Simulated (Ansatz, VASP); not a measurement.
**Two plane-wave programs on BN**

Contents of INCAR:

```
AGGAC = 1.0
AGGAX = 1.0
ALDAC = 0.0
ALDAX = 1.0
ALGO = Normal
EDIFF = 1E-7
EDIFFG = -0.01
ENCUT = 600
GGA = B5
IBRION = 2
ISIF = 3
ISMEAR = -1
LASPH = T
LCHARG = F
LREAL = F
LWAVE = F
NELM = 80
NSW = 40
PREC = Accurate
SIGMA = 0.05
```

KPOINTS

```
k-points
0
Gamma
  13 13 13
```

File POSCAR:

```
BN
1.0
    0.0000000000      1.8130010000      1.8130010000
    1.8130010000      0.0000000000      1.8130010000
    1.8130010000      1.8130010000      0.0000000000
N B
1 1
Direct
    0.2500000000      0.2500000000      0.2500000000
    0.0000000000      0.0000000000      0.0000000000
```

input.yaml

```yaml
crystal:
  lattice:
    - [0.0, 1.813001, 1.813001]
    - [1.813001, 0.0, 1.813001]
    - [1.813001, 1.813001, 0.0]
  atoms:
    - { symbol: "N", position: [0.25, 0.25, 0.25] }
    - { symbol: B, position: [0.0, 0.0, 0.0] }
hamiltonian:
  xc: blyp
  pseudopotentials: { kind: paw }
kpoints:
  mp_grid: { grid: [13, 13, 13] }
scf:
  occupations: { method: fermi_dirac, width: 0.05 }
output:
  forces: true
  stress: true
  eigenvalues: true
relax:
  f_tol: 0.01
  max_steps: 40
  cell: { stress_tol: 0.05 }
```

The cell is a database's computed one.

Alike in both runs: task relaxation of cell and atoms; functional BLYP; k mesh 13 × 13 × 13; occupations fermi-dirac, width 0.05 eV; no spin polarisation.

```csv
,VASP,Ansatz
version,VASP 6.6.1,Ansatz 0.2.0
potentials or method,"VASP PAW PBE potentials, release 64 (N, B)",Ansatz PAW
plane-wave cutoff (eV),600,420
valence electrons in the cell,8,8
```

Ansatz gave:

- gap on the k mesh at the Fermi level, each at its own relaxed structure (eV): 4.91
- relaxed volume (Å³/atom): 6.06
- relaxed cell length with the largest relative difference (Å): 2.579
- energy change over the relaxation (meV/atom): -2

Question: What did VASP give for the same quantities?

Answer: gap on the k mesh at the Fermi level, each at its own relaxed structure (eV): 4.91; relaxed volume (Å³/atom): 6.06; relaxed cell length with the largest relative difference (Å): 2.578; energy change over the relaxation (meV/atom): -2.

Caveats: the PAW data sets were made with another functional, which shifts forces and pressure a little (VASP); an odd mesh through Γ misses points on the zone boundary, where band edges often lie (VASP); odd divisions of the mesh miss points on the zone boundary, where band edges often lie, so the gap on the mesh can be too wide (Ansatz); the plane-wave basis is chosen anew once the cell has moved, so the energies of steps on either side of that aren't comparable (Ansatz); the pressure holds a Pulay correction of +1.2 GPa for the finite cutoff (Ansatz); the PAW data sets come from PBE, with cores solved anew for the run's functional, which leaves a small shift of forces and pressure (Ansatz). As with any semilocal functional, this BLYP gap is likely too small.
